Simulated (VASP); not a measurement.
# La₂O₃, density of states: which settings are enough?

La₂O₃, P-3m1 (no. 164), 5 atoms in the cell. LDA; PAW potentials La, O (LDA set). VASP 6.6.1.

Wanted: density of states by 0.5 eV bins within 8 %; centre of the states within 12 eV below the valence top within 0.03 eV.

What the run is for: density of states; Accuracy asked: standard; k mesh of the density: 7 × 7 × 4.

POSCAR:
```
La2O3
1.0
    3.9307778780      0.0000000000      0.0000000000
   -1.9653889390      3.4041534990      0.0000000000
    0.0000000000      0.0000000000      6.1119535200
La O
2 3
Direct
    0.3333333333      0.6666666667      0.2462356800
    0.6666666667      0.3333333333      0.7537643200
    0.0000000000      0.0000000000      0.0000000000
    0.3333333333      0.6666666667      0.6458906500
    0.6666666667      0.3333333333      0.3541093500
```

The series start from Plane-wave cutoff (eV): 460; k-point mesh: 11 × 11 × 6; Energy points (NEDOS): 2001; Occupations for the DOS: ISMEAR=-5; Electronic threshold (eV): 1e-6; Precision mode (PREC): Accurate. Each series keeps the choices made before it, and each single choice may use up half of a tolerance. Times cover all steps of a run.

## Plane-wave cutoff (eV)

| Plane-wave cutoff (eV) | Density of states by 0.5 eV bins, largest deviation against the largest value | Centre of the states within 12 eV below the valence top (eV) | Time (s) |
|---|---|---|---|
| 320 | 2.3 % | -2.863 | 25 |
| 400 | 0.86 % | -2.873 | 37 |
| 460 | 0.091 % | -2.861 | 49 |
| 520 | 0.11 % | -2.860 | 53 |
| 640 (reference) | 0 % | -2.861 | 60 |

Chosen: 320, the loosest value from which every tighter one stays within half of the tolerance.

## k-point mesh

| k-point mesh | Density of states by 0.5 eV bins, largest deviation against the largest value | Centre of the states within 12 eV below the valence top (eV) | Time (s) |
|---|---|---|---|
| 5 × 5 × 3 | 29 % | -2.817 | 14 |
| 6 × 6 × 3 | 19 % | -2.850 | 15 |
| 7 × 7 × 4 | 7.3 % | -2.860 | 16 |
| 9 × 9 × 5 | 11 % | -2.854 | 19 |
| 11 × 11 × 6 | 2.2 % | -2.863 | 25 |
| 13 × 13 × 7 | 4 % | -2.853 | 27 |
| 16 × 16 × 9 | 0.63 % | -2.850 | 41 |
| 19 × 19 × 11 (reference) | 0 % | -2.851 | 61 |

Chosen: 16 × 16 × 9.

## Energy points (NEDOS)

| Energy points (NEDOS) | Density of states by 0.5 eV bins, largest deviation against the largest value | Centre of the states within 12 eV below the valence top (eV) | Time (s) |
|---|---|---|---|
| 301 | 18 % | -2.740 | 40 |
| 501 | 5.5 % | -2.808 | 41 |
| 1001 | 0.69 % | -2.845 | 41 |
| 2001 | 0.38 % | -2.850 | 41 |
| 4001 (reference) | 0 % | -2.860 | 41 |

Chosen: 1001.

## Occupations for the DOS

| Occupations for the DOS | Density of states by 0.5 eV bins, largest deviation against the largest value | Centre of the states within 12 eV below the valence top (eV) | Time (s) |
|---|---|---|---|
| ISMEAR=-5 | 0 % | -2.845 | 41 |
| ISMEAR=-4 | 0 % | -2.845 | 40 |
| ISMEAR=0 SIGMA=0.05 | 2.8 % | -2.841 | 39 |
| ISMEAR=0 SIGMA=0.1 | 3.1 % | -2.839 | 39 |
| ISMEAR=-15 SIGMA=0.025 | 0 % | -2.845 | 41 |

Chosen: ISMEAR=-5; no other choice that stays within half of the tolerance saves 30 % of the time.

## Electronic threshold (eV)

| Electronic threshold (eV) | Density of states by 0.5 eV bins, largest deviation against the largest value | Centre of the states within 12 eV below the valence top (eV) | Time (s) |
|---|---|---|---|
| 0.001 | 1.5 % | -2.854 | 32 |
| 0.0001 | 1.1 % | -2.838 | 36 |
| 1e-5 | 0.15 % | -2.845 | 39 |
| 1e-6 (reference) | 0 % | -2.845 | 41 |

Chosen: 0.001.

## Precision mode (PREC)

| Precision mode (PREC) | Density of states by 0.5 eV bins, largest deviation against the largest value | Centre of the states within 12 eV below the valence top (eV) | Time (s) |
|---|---|---|---|
| Normal | 0.06 % | -2.854 | 26 |
| Accurate (reference) | 0 % | -2.854 | 32 |

Chosen: Normal.

## All choices together

| Input | Density of states by 0.5 eV bins, largest deviation against the largest value | Centre of the states within 12 eV below the valence top (eV) | Time (s) |
|---|---|---|---|
| defaults for smearing, thresholds and mesh (naive) | 22 % | -2.828 | 24 |
| chosen settings | 1.9 % | -2.854 | 26 |
| reference settings throughout | 0 % | -2.864 | 157 |

The tolerance is met.

## The input

INCAR.step1:
```
SYSTEM = La2O3
ALGO = Normal ; EDIFF = 0.001
EFERMI = MIDGAP ; ENCUT = 320
GGA = CA ; GGA_COMPAT = .FALSE.
ISMEAR = 0 ; KPAR = 8
LASPH = .TRUE. ; LCHARG = .TRUE.
LMAXMIX = 6 ; LREAL = .FALSE.
LWAVE = .FALSE. ; NBANDS = 42
NELM = 200 ; PREC = Normal
SIGMA = 0.03
```

INCAR.step2, as INCAR.step1 but for:
```
- ISMEAR = 0
- LCHARG = .TRUE.
- SIGMA = 0.03
+ EMAX = 15.5057
+ EMIN = -9.4943
+ ICHARG = 11
+ ISMEAR = -5
+ LCHARG = .FALSE.
+ LORBIT = 11
+ NEDOS = 1001
```

KPOINTS.step1:
```
k-points
0
Gamma
  7 7 4
```

KPOINTS.step2:
```
Automatic mesh
0
Gamma
  16 16 9
  0 0 0
```

Commands (each step's output is kept before the next begins):
```
cat potpaw_LDA.64/La/POTCAR potpaw_LDA.64/O/POTCAR > POTCAR
cp INCAR.step1 INCAR
cp KPOINTS.step1 KPOINTS
mpirun -np 8 vasp_std > vasp.out
cp INCAR.step2 INCAR
cp KPOINTS.step2 KPOINTS
mpirun -np 8 vasp_std > vasp.out
```

Limits: The window of 12 eV cuts through a band, so the centre of the states depends on that edge.

The chosen input took VASP 6.6.1 26 s on 8 cores (Intel Xeon Platinum 8259CL @ 2.50GHz (Skylake/Cascade Lake)), a shared host.

## An input that fails: broad smearing on a coarse energy grid

It runs to its end, but against the unchanged starting input it is off by 27 % in the density of states by 0.5 eV bins, 0.018 eV in the centre of the states within 12 eV below the valence top.

Changes against the starting input:
```
(step 2)
- ISMEAR = -5
- NELM = 200
- NEDOS = 2001
+ ISMEAR = 0
+ NELM = 62
+ NEDOS = 301
+ SIGMA = 0.5
```
